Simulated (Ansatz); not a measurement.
Consider the cleavage of the Si–Al bond: `CO[CH2][AlH][SiH3]` + `N=C(N)O` → `N/C(O)=N\[SiH3]` + `CO[CH2][AlH2]`.

Program: Ansatz. Geometries: PBE0-D4/def2-TZVP. ΔE: electronic, gas phase. CCSD(T)/CBS is the MP2 limit (def2-TZVPP, def2-QZVPP) plus CCSD(T) − MP2 in def2-TZVPP, frozen cores. Functionals use def2-TZVPP. B3LYP here is the variant with VWN-RPA as its local correlation; programs differ in this. Each species was taken in one conformer, which may not be the lowest.

| level | ΔE (eV) |
| --- | --- |
| r2SCAN-D4 | -0.60 |
| B3LYP-D4 | -0.67 |
| PBE0 | -0.53 |
| MP2/def2-TZVPP | -0.75 |
| MP2/def2-QZVPP | -0.77 |
| HF/CBS(def2) | -0.90 |
| MP2/CBS(def2) | -0.77 |
| CCSD/CBS(def2) | -0.67 |

What does CCSD(T)/CBS give? (Estimate.)

Ansatz gave: -0.64 eV. The listed levels differ from it by 0.04, -0.03, 0.11, -0.11, -0.13, -0.26, -0.13, -0.03 eV.

Largest T1 diagnostic among the species: 0.013.

From PBE to PBE0 (25 % exact exchange), in def2-TZVPP and without D4, ΔE moves by −0.08 eV. In def2-TZVPP, CCSD(T) changes the Hartree–Fock value by +0.26 eV (the triples alone add +0.03 eV) and MP2 by +0.13 eV.

CCSD(T)/CBS has its own doubt, a few kJ/mol and more with outer-core shells, so smaller differences from it don't rank the levels.
